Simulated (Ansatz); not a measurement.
Runs of Ansatz 0.2.0 on Te2Mo. The cell holds a slab with vacuum, 6 atoms: a = 6.362 Å, b = 3.480 Å, c = 36.176 Å, α = 90.00°, β = 90.14°, γ = 90.00°. 

```csv
task,level,cell,cutoff (eV),points for each segment of the path,gap on the mesh (eV),relaxed volume (Å³/atom),largest force (eV/Å)
relaxation of cell and atoms,r2SCAN,relaxed,500,-,none,(a),0.01
relaxation of cell and atoms,LDA,relaxed,420,-,none,126.92,-
band structure,LDA,as given,420,14,none,-,0.48
band structure,r2SCAN,as given,500,14,none,-,0.02
```

Alike in all rows: potentials or basis Ansatz PAW; no spin polarisation; k mesh 4 × 8 × 1; smearing fermi-dirac 0.05 eV.

Question: Fill in the values left out.

Answer: (a) 133.35.

Caveats: the PAW data sets come from PBE, with cores solved anew for the run's functional, which leaves a small shift of forces and pressure; the plane-wave basis is chosen anew once the cell has moved, so the energies of steps on either side of that aren't comparable (some runs); spin-orbit coupling is left out, which moves the levels of the heavy elements (some runs).

A k mesh can miss the band edges, and the runs leave out spin-orbit coupling on Mo, Te.

A gap of «none» marks a metal or a gap under the smearing width.
